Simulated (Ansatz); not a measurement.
The system is Cd.

```
CELL_PARAMETERS angstrom
2.97887 0.00000 0.00000
-1.48944 2.57978 0.00000
0.00000 0.00000 5.61765
ATOMIC_POSITIONS crystal
Cd 0.66667 0.33333 0.75000
Cd 0.33333 0.66667 0.25000
```

Base run:

| Quantity | Value |
| --- | --- |
| Program | Ansatz 0.2.0 |
| Functional | PBEsol |
| Potentials or basis | all-electron LAPW, non-relativistic |
| Cutoff | 224 eV (chosen from the basis error) |
| Basis error allowed | 0.001 eV/atom |
| k mesh | 10 × 10 × 5 |
| Occupations | fermi-dirac, width 0.05 eV |
| Spin | no spin polarisation |

Its results: pressure 2.0 GPa.

The run is repeated on the same cell with these changes: potentials or basis from all-electron LAPW, non-relativistic to all-electron LAPW, inner shells corrected to Dirac's equation. What comes out?

Pressure -1.6 GPa.

Caveats: relativity is left out, which matters for the heavier elements (some runs).
